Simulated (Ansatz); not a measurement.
Structure from Materials Project entry mp-10024 (possibly hypothetical), not relaxed further.

A run on Ce: DFT, r2SCAN, all-electron LAPW, scalar-relativistic (Ansatz 0.2.0). The input:

```yaml
crystal:
  lattice:
    - [-1.9432985503, 1.9432985503, 1.9432985503]
    - [1.9432985503, -1.9432985503, 1.9432985503]
    - [1.9432985503, 1.9432985503, -1.9432985503]
  atoms:
    - { symbol: Ce, position: [0.0, 0.0, 0.0], spin: 1.0 }
magnetization:
  spin_polarized: true
kpoints:
  mp_grid: { grid: [13, 13, 13] }
scf:
  occupations: { method: fermi_dirac, width: 0.08 }
hamiltonian:
  xc: r2scan
  pseudopotentials:
    kind: all_electron
    lapw: { basis_error: 0.0005, muffin_tin_radii: { Ce: 1.885 } }
output:
  forces: true
  stress: true
  eigenvalues: true
```

Question: Did this run give a result to trust?

Answer: No. The program refused the input. The typed spheres overlap: twice 1.885 Å exceeds the shortest distance, 3.366 Å; smaller radii, or none typed, cure it. It says:
```
Error: `kind: all_electron` solves this crystal on LAPW (the input types lapw, or this build lists no dataset of some species for it), and no LAPW basis is found for it: the given muffin-tin radii of Ce and Ce, or the smallest supported ones, add up to 3.770 Å, and 3.366 Å are free between these atoms; give smaller radii, or leave one out; where each species has a listed dataset, leave lapw and dirac_shells out and run without spin–orbit coupling, or set another kind (and leave the keys of all_electron out)
```
